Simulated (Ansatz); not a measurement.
System: cubic perovskite CsPbI3 (cubic high-temperature phase). Method: RPBE (plane waves, PAW; Ansatz, a quantum-chemistry and plane-wave program).

Numerical settings: plane-wave cutoff 520 eV, 6×6×6 k mesh, Fermi–Dirac smearing 0.01 eV, scalar-relativistic PAW data made under PBE.

Computed points:

```json
[
 {"V (Å³/atom)": "52.744", "E − E_lowest (meV/atom)": "8.62"},
 {"V (Å³/atom)": "53.866", "E − E_lowest (meV/atom)": "3.68"},
 {"V (Å³/atom)": "54.988", "E − E_lowest (meV/atom)": "0.89"},
 {"V (Å³/atom)": "56.110", "E − E_lowest (meV/atom)": "0.00"},
 {"V (Å³/atom)": "57.232", "E − E_lowest (meV/atom)": "0.82"},
 {"V (Å³/atom)": "58.355", "E − E_lowest (meV/atom)": "3.17"},
 {"V (Å³/atom)": "59.477", "E − E_lowest (meV/atom)": "6.88"}
]
```

Problem. What bulk modulus B0 and pressure derivative B′ does a third-order Birch–Murnaghan fit give?

Solution. V0 = 56.110 Å³/atom, B0 = 12.2 GPa, B′ = 4.6 (fit to the energies at full precision).

Note: the cell is over a tenth larger than the published one: the level's own overestimate first of all, though another phase or state, or a fault of the published cell, is possible; the relaxation could not lower the start's symmetry, so the cell can be a saddle point above a distorted one.

Spin–orbit coupling is not included; it can shift volumes and moduli of such heavy elements.

The computed numbers hold no vibrational or temperature effects.
